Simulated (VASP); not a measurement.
# KI (Pm-3m) in VASP: notebook

One crystal, KI, is run at these levels: r2SCAN; tasks: single point.

All numbers are computed with VASP 6.6.1; they aren't measurements. Logs are shortened: lines on timing, memory, paths and dates and some standing lists are left out, and cuts for length are marked.

### 1 The structure

Symmetry: Pm-3m, No. 221, cubic system. Conventional cell: a = 4.291 Å, b = 4.291 Å, c = 4.291 Å, α = 90.00°, β = 90.00°, γ = 90.00°. I (site symmetry m-3m) is surrounded by 8 K at 3.72 Å. Around K (site symmetry m-3m) lie 8 I at 3.72 Å.

Measurements of this composition are mostly on another form, of space group No. 225.

### 2 Single point, r2SCAN

Input file INCAR:

```
SYSTEM = KI
ADDGRID = .False.
ALGO = Normal
EDIFF = 1E-6
ENCUT = 350
ISIF = 2
ISMEAR = 0
LASPH = .True.
LCHARG = .False.
LMIXTAU = .True.
LREAL = .False.
LWAVE = .False.
METAGGA = R2SCAN
NBANDS = 15
NELM = 100
PREC = Accurate
SIGMA = 0.05
```

Input file KPOINTS:

```
k-points
0
Gamma
  2 2 2
  0 0 0
```

Input file POSCAR:

```
KI
1.0
    4.2911966600      0.0000000000      0.0000000000
    0.0000000000      4.2911966600      0.0000000000
    0.0000000000      0.0000000000      4.2911966600
I K
1 1
Direct
    0.5000000000      0.5000000000      0.5000000000
    0.0000000000      0.0000000000      0.0000000000
```

Potentials or basis: VASP PAW PBE potentials, release 64 (I, K_sv).

Started as:

```bash
$ cat potpaw_PBE.64/I/POTCAR potpaw_PBE.64/K_sv/POTCAR > POTCAR
$ mpirun -np 1 vasp_std > vasp.out
```

OUTCAR:

```text
SYSTEM = KI
   EDIFF = 1E-6
   ENCUT = 350
   ISIF = 2
   ISMEAR = 0
   LASPH = .True.
   LREAL = .False.
   METAGGA = R2SCAN
   NELM = 100
   PREC = Accurate

 Found      4 irreducible k-points:

 Following reciprocal coordinates:
            Coordinates               Weight
  0.000000  0.000000  0.000000      1.000000
  0.500000  0.000000  0.000000      3.000000
  0.500000  0.500000  0.000000      3.000000
  0.500000  0.500000  0.500000      1.000000
   k-points           NKPTS =      4   k-points in BZ     NKDIM =      4   number of bands    NBANDS=     15
   number of dos      NEDOS =    301   number of ions     NIONS =      2
   total plane-waves  NPLWV =  21952
   dimension x,y,z NGX =    28 NGY =   28 NGZ =   28
   dimension x,y,z NGXF=    56 NGYF=   56 NGZF=   56
   ions per type =               1   1
   NGX,Y,Z   is equivalent  to a cutoff of  10.85, 10.85, 10.85 a.u.
   NGXF,Y,Z  is equivalent  to a cutoff of  21.70, 21.70, 21.70 a.u.
 SYSTEM =  KI
   PREC   = accura    normal or accurate (medium, high low for compatibility)
   ISTART =      0    job   : 0-new  1-cont  2-samecut
   ICHARG =      2    charge: 1-file 2-atom 10-const
   ISPIN  =      1    spin polarized calculation?
   LNONCOLLINEAR =      F non collinear calculations
   LSORBIT =      F    spin-orbit coupling
   LASPH  =      T    aspherical Exc in radial PAW
   ENCUT  =  350.0 eV  25.72 Ry    5.07 a.u.   6.55  6.55  6.55*2*pi/ulx,y,z
   NELM   =    100;   NELMIN=  2; NELMDL= -5     # of ELM steps
   EDIFF  = 0.1E-05   stopping-criterion for ELM
   LREAL  =      F    real-space projection
   EDIFFG = 0.1E-04   stopping-criterion for IOM
   NSW    =      0    number of steps for IOM
   IBRION =     -1    ionic relax: 0-MD 1-quasi-New 2-CG
   NFREE  =      0    steps in history (QN), initial steepest desc. (CG)
   ISIF   =      2    stress and relaxation
   ISYM   =      2    0-nonsym 1-usesym 2-fastsym
   POTIM  = 0.5000    time-step for ionic-motion
   TEBEG  =    0.0;   TEEND  =   0.0 temperature during run
   PSTRESS=    0.0 pullay stress
   NELECT =      16.0000    total number of electrons
   NUPDOWN=      -1.0000    fix difference up-down
   EMIN   =  10.00;   EMAX   =-10.00  energy-range for DOS
   EFERMI =   0.00;   METHOD = LEGACY
   ISMEAR =     0;   SIGMA  =   0.05  broadening in eV -4-tet -1-fermi 0-gaus
   EFERMI_NEDOS =   21; number of points for ismear=-14 and -15
   IALGO  =     38    algorithm
   IMIX   =      4    mixing-type and parameters
     AMIX     =   0.40;   BMIX     =  1.00
     AMIX_MAG =   1.60;   BMIX_MAG =  1.00
  volume/ion in A,a.u.               =      39.51       266.63
  Fermi-wavevector in a.u.,A,eV,Ry     =   0.961324  1.816639 12.573738  0.924144
  Thomas-Fermi vector in A             =   2.090686
   LORBIT       =      0    0 simple, 1 ext, 2 COOP (PROOUT), +10 PAW based schemes
   METAGGA = R2SCAN    functional components
   LHFCALC =     F    Hartree Fock is set to
   AEXX    =    0.0000 exact exchange contribution
   IVDW    =     0    specifies the selected vdW correction
   LEPSILON=     F    determine dielectric tensor
   LRPA    =     F    only Hartree local field effects (RPA)
 non-spin polarized calculation
 Gauss-broadening in eV      SIGMA  =   0.05
  energy-cutoff  :      350.00
  volume of cell :       79.02
 maximum number of plane-waves:      1208
 NGX is ok and might be reduce to    28
   NGX = 13   NGY = 13   NGZ = 13

 number of electron      16.0000006 magnetization

 Free energy of the ion-electron system (eV)
  ---------------------------------------------------
  ext. energy  EPLUGINS =         0.00000000
  ---------------------------------------------------
  free energy    TOTEN  =       -33.47338632 eV

  energy without entropy =      -33.47338632  energy(sigma->0) =      -33.47338632

 E-fermi :   0.9981     XC(G=0):  -7.9960

 val. band max:        0.7352101699   @ k =   0.5000   0.5000   0.0000
 cond. band min:       4.6719653514   @ k =   0.0000   0.0000   0.0000
 fundamental gap:      3.9367551815
 Fermi energy:         0.9981311224

 k-point     1 :       0.0000    0.0000    0.0000
  band No.  band energies     occupation
      1     -30.0919      2.00000
      2     -12.7701      2.00000
      3     -12.7701      2.00000
      4     -12.7701      2.00000
      5     -10.7176      2.00000
      6       0.3574      2.00000
      7       0.3574      2.00000
      8       0.3574      2.00000
      9       4.6720      0.00000
     10       5.8711      0.00000
     11       5.8711      0.00000
     12       9.6541      0.00000
     13       9.6541      0.00000
     14       9.6541      0.00000
     15      11.7826      0.00000

 k-point     2 :       0.5000    0.0000    0.0000
  band No.  band energies     occupation
      1     -30.0875      2.00000
      2     -12.9190      2.00000
      3     -12.7590      2.00000
      4     -12.7590      2.00000
      5     -10.4067      2.00000
      6      -1.6042      2.00000
      7       0.4392      2.00000
      8       0.4392      2.00000
      9       6.7921      0.00000
     10       7.2825      0.00000
     11       8.3163      0.00000
     12       8.3930      0.00000
     13       9.9725      0.00000
     14       9.9725      0.00000
     15       9.9958      0.00000

 k-point     3 :       0.5000    0.5000    0.0000
  band No.  band energies     occupation
      1     -30.0833      2.00000
      2     -12.8490      2.00000
      3     -12.8490      2.00000
      4     -12.7511      2.00000
      5     -10.3375      2.00000
      6      -1.0332      2.00000
      7      -1.0332      2.00000
      8       0.7352      2.00000
      9       5.0403      0.00000
     10       6.9969      0.00000
     11       7.9973      0.00000
     12       7.9973      0.00000
     13      10.4006      0.00000
     14      10.4006      0.00000
     15      10.7124      0.00000

 k-point     4 :       0.5000    0.5000    0.5000
  band No.  band energies     occupation
      1     -30.0793      2.00000
      2     -12.8314      2.00000
      3     -12.8314      2.00000
      4     -12.8314      2.00000
      5     -10.1475      2.00000
      6      -0.9690      2.00000
      7      -0.9690      2.00000
      8      -0.9690      2.00000
      9       6.7512      0.00000
     10       6.7512      0.00000
     11       6.7512      0.00000
     12      10.2049      0.00000
     13      10.2049      0.00000
     14      10.2049      0.00000
     15      10.7735      0.00000

------------------------ aborting loop because EDIFF is reached ----------------------------------------

  FORCE on cell =-STRESS in cart. coord.  units (eV):
  Direction    XX          YY          ZZ          XY          YZ          ZX
  --------------------------------------------------------------------------------------
  -------------------------------------------------------------------------------------
  Total        0.8552372      0.8552372      0.8552372      0.0000000     -0.0000000      0.0000000
  in kB       17.3405121     17.3405121     17.3405121      0.0000000     -0.0000000      0.0000000
  external PRESSURE =      17.3405121 kB  Pullay stress =       0.0000000 kB

 VOLUME and BASIS-vectors are now :
 -----------------------------------------------------------------------------
  energy-cutoff  :      350.00
  volume of cell :       79.02
      direct lattice vectors                 reciprocal lattice vectors
     4.291196660  0.000000000  0.000000000     0.233035230  0.000000000  0.000000000
     0.000000000  4.291196660  0.000000000     0.000000000  0.233035230  0.000000000
     0.000000000  0.000000000  4.291196660     0.000000000  0.000000000  0.233035230

 POSITION                                       TOTAL-FORCE (eV/Angst)
 -----------------------------------------------------------------------------------
      2.14560      2.14560      2.14560         0.000000      0.000000      0.000000
      0.00000      0.00000      0.00000         0.000000      0.000000      0.000000
 -----------------------------------------------------------------------------------
    total drift:                               -0.000000      0.000000      0.000000

  FREE ENERGIE OF THE ION-ELECTRON SYSTEM (eV)
  ---------------------------------------------------
  free  energy   TOTEN  =       -33.4733863167 eV

  energy  without entropy=      -33.4733863167  energy(sigma->0) =      -33.47338632
```

Run time: 24 s. Hardware: 1 thread of Intel Xeon Platinum 8259CL at 2.50GHz (Skylake/Cascade Lake), shared host; peak memory 0.15 GiB.

These settings aren't checked as converged: the numbers below hold their error.

Results:

* Free energy: -33.4734 eV
* Pressure: 1.7 GPa
* Band gap on the k mesh: 3.94 eV, indirect (least direct gap 4.31 eV)

Caveat: the k mesh is coarse (spacing up to 0.73 Å⁻¹), so the values aren't converged; the PAW data sets were made with another functional, which shifts forces and pressure a little; spin-orbit coupling is left out, which moves the levels of the heavy elements.

### 3 Single point, r2SCAN

INCAR is that of step 2.

KPOINTS is that of step 2.

Input file POSCAR:

```
KI
1.0
    4.2911966600      0.0000000000      0.0000000000
    0.0000000000      4.2911966600      0.0000000000
    0.0000000000      0.0000000000      4.2911966600
I K
1 1
Direct
    0.5065330000      0.4906340000      0.4946390000
   -0.0062690000      0.0032140000     -0.0010130000
```

Potentials or basis: VASP PAW PBE potentials, release 64 (I, K_sv).

Started as:

```bash
$ cat potpaw_PBE.64/I/POTCAR potpaw_PBE.64/K_sv/POTCAR > POTCAR
$ mpirun -np 1 vasp_std > vasp.out
```

Wall time 33 s (1 thread of Intel Xeon Platinum 8259CL at 2.50GHz (Skylake/Cascade Lake), shared host); peak memory 0.16 GiB.

These settings aren't checked as converged: the numbers below hold their error.

Results:

* Free energy: -33.4719 eV
* Pressure: 1.8 GPa
* Largest force: 0.036 eV/Å
* Band gap on the k mesh: 3.94 eV, indirect (least direct gap 4.31 eV)

Caveat: the k mesh is coarse (spacing up to 0.73 Å⁻¹), so the values aren't converged; the PAW data sets were made with another functional, which shifts forces and pressure a little; spin-orbit coupling is left out, which moves the levels of the heavy elements.

### 4 Single point, r2SCAN

Changes to INCAR since step 3:

```diff
@@ -4,3 +4,3 @@
 EDIFF = 1E-6
-ENCUT = 350
+ENCUT = 400
 ISIF = 2
```

KPOINTS is that of step 3.

Input file POSCAR:

```
KI
1.0
    4.2911966600      0.0000000000      0.0000000000
    0.0000000000      4.2911966600      0.0000000000
    0.0000000000      0.0000000000      4.2911966600
I K
1 1
Direct
    0.5000000000      0.5000000000      0.5000000000
    0.0000000000      0.0000000000      0.0000000000
```

Started as:

```bash
$ cat potpaw_PBE.64/I/POTCAR potpaw_PBE.64/K_sv/POTCAR > POTCAR
$ mpirun -np 1 vasp_std > vasp.out
```

Run time: 25 s. Hardware: 1 thread of Intel Xeon Platinum 8259CL at 2.50GHz (Skylake/Cascade Lake), shared host; peak memory 0.16 GiB.

These settings aren't checked as converged: the numbers below hold their error.

What came out:

| Quantity | Value |
| --- | --- |
| Free energy | -33.4736 eV |
| Pressure | 1.8 GPa |
| Band gap on the k mesh | 3.94 eV, indirect (least direct gap 4.30 eV) |

Caveat: the k mesh is coarse (spacing up to 0.73 Å⁻¹), so the values aren't converged; the PAW data sets were made with another functional, which shifts forces and pressure a little; spin-orbit coupling is left out, which moves the levels of the heavy elements.
